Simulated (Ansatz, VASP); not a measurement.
## Ir: VASP beside Ansatz

```
Ir
1.0
    -1.62278    1.62278    1.62278
     1.62278   -1.62278    1.62278
     1.62278    1.62278   -1.62278
Ir
1
Cartesian
  0.0000 0.0000 0.0000
```

Alike in both runs: task single point; functional RPBE; k mesh 16 × 16 × 16; occupations fermi-dirac, width 0.1 eV; no spin polarisation.

|  | VASP | Ansatz |
| --- | --- | --- |
| version | VASP 6.6.1 | Ansatz 0.2.0 |
| potentials or method | VASP PAW PBE potentials, release 64 (Ir) | plane waves (420 eV) with PAW, scalar-relativistic |
| plane-wave cutoff (eV) | 520 | 420 |
| valence electrons in the cell | 9 | 17 |

```tsv
	VASP	Ansatz	Ansatz less VASP
pressure (GPa)	-24.3	-24.4	-0.16
```

The functional is the same, so the differences come from potentials, cutoffs and numerics. The two sets of potentials don't hold the same shells in valence.

Caveats: so large a pressure means that the cell lies far from this level's equilibrium, or that cutoff or potentials fall short (VASP); the potentials were made for another functional, which shifts forces and pressure (VASP). Spin-orbit coupling is left out, which matters for the levels of Ir.
